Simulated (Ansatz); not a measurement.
Bi2Te3: the change of energy less free atoms and pressure with volume scale

Results calculated with Ansatz 0.2.0, not measured. Periodic Kohn-Sham DFT of a crystal at fixed atoms, scaled to volume_scale times the given cell; pressure positive in compression, energy less spherical unpolarised free atoms, largest_vzz the field gradient of largest size among the nuclei.

The cell before it is scaled or strained (space group R3m, No. 160):
```
cell vectors (Å)
   2.2085     1.2751     9.9467
  -2.2085     1.2751     9.9467
   0.0000    -2.5502     9.9467
atoms (fractions of the cell vectors)
Bi  0.81200  0.81200  0.81200
Bi  0.40200  0.40200  0.40200
Te  0.61100  0.61100  0.61100
Te  0.20000  0.20000  0.20000
Te  0.00000  0.00000  0.00000
```

Settings of every row: method all-electron LAPW; functional PBE; relativity scalar; k mesh 8x8x8; filling fermi-dirac; smearing width 0.08 eV; basis error target 1 meV/atom; nucleus gaussian.

Atom start moment: 0 on all atoms.

Limits: no spin-orbit coupling on heavy atoms.

```
row  volume scale  V (Å³/atom)  energy less free atoms (eV/atom)  pressure (GPa)
  1          0.94       31.596                           -3.3259            5.45
  2          0.96       32.268                           -3.3458           4.056
  3          0.98        32.94                           -3.3601           2.807
  4          0.99       33.276                           -3.3654           2.232
  5             1       33.612                           -3.3695           1.688
  6          1.01       33.949                                 ?               ?
  7          1.02       34.285                           -3.3744           0.685
  8          1.04       34.957                           -3.3754          -0.213
  9          1.06       35.629                           -3.3727          -1.017
```

Question: what energy less free atoms and pressure should row 6 give?

Worked fit of energy less free atoms. Take u = (V_r/V)^(2/3) − 1 with V_r = 33.444 Å³ an atom, which is twice the finite (Eulerian) strain; such expansions in the strain, on which the Birch-Murnaghan equation of state is built, carry the rest volume and the bulk modulus. The shown rows have u = 0.03862, 0.02415, 0.01017, 0.00336, -0.00333, -0.01642, -0.02907, -0.04131. Least squares give energy less free atoms = −3.36758 + 0.6165 × u + 11.949 × u² eV/atom; a straight line predicts inner rows, each left out in turn, worse (root mean square 0.0061 against 6.3e-05 eV/atom). The rows lie off it by 0.0000, -0.0001, 0.0000, 0.0000, 0.0000, 0.0001, 0.0000, 0.0000. Its lowest point lies at u = -0.0258, or V = 34.78 Å³ an atom, and the curvature there gives the bulk modulus at fixed shape and fractions, B = (4/9)(1 + u)² E″(u)/V = 46.4 GPa. Letting shape and atoms relax would as a rule lower it, by much in layered, chain or molecular crystals. The withheld row has u = -0.00994, so the fit gives −3.36758 + 0.6165 × (-0.00994) + 11.949 × (-0.00994)² = -3.3725 eV/atom.

The calculation gave -3.3725 eV/atom. The fit meets it to the printed digit.

Worked fit of pressure. Take u = (V_r/V)^(2/3) − 1 with V_r = 33.444 Å³ an atom, which is twice the finite (Eulerian) strain; such expansions in the strain, on which the Birch-Murnaghan equation of state is built, carry the rest volume and the bulk modulus. The shown rows have u = 0.03862, 0.02415, 0.01017, 0.00336, -0.00333, -0.01642, -0.02907, -0.04131. Least squares give pressure = 1.9566 + 81.21 × u + 231.75 × u² + 200 × u³ GPa; a parabola predicts inner rows, each left out in turn, worse (root mean square 0.0031 against 0.00055 GPa). The rows lie off it by 0.000, 0.000, 0.000, 0.000, -0.001, 0.000, 0.000, 0.000. The pressure vanishes at u = -0.0260, or V = 34.79 Å³ an atom, and there the bulk modulus at fixed shape and fractions is B = −V dP/dV = (2/3)(1 + u) dP/du = 45.2 GPa. Letting shape and atoms relax would as a rule lower it, by much in layered, chain or molecular crystals. The withheld row has u = -0.00994, so the fit gives 1.9566 + 81.21 × (-0.00994) + 231.75 × (-0.00994)² + 200 × (-0.00994)³ = 1.172 GPa.

The calculation gave 1.173 GPa. The fit lies 0.001 GPa (0.015 % of the column's range) below it, one unit of the last digit.
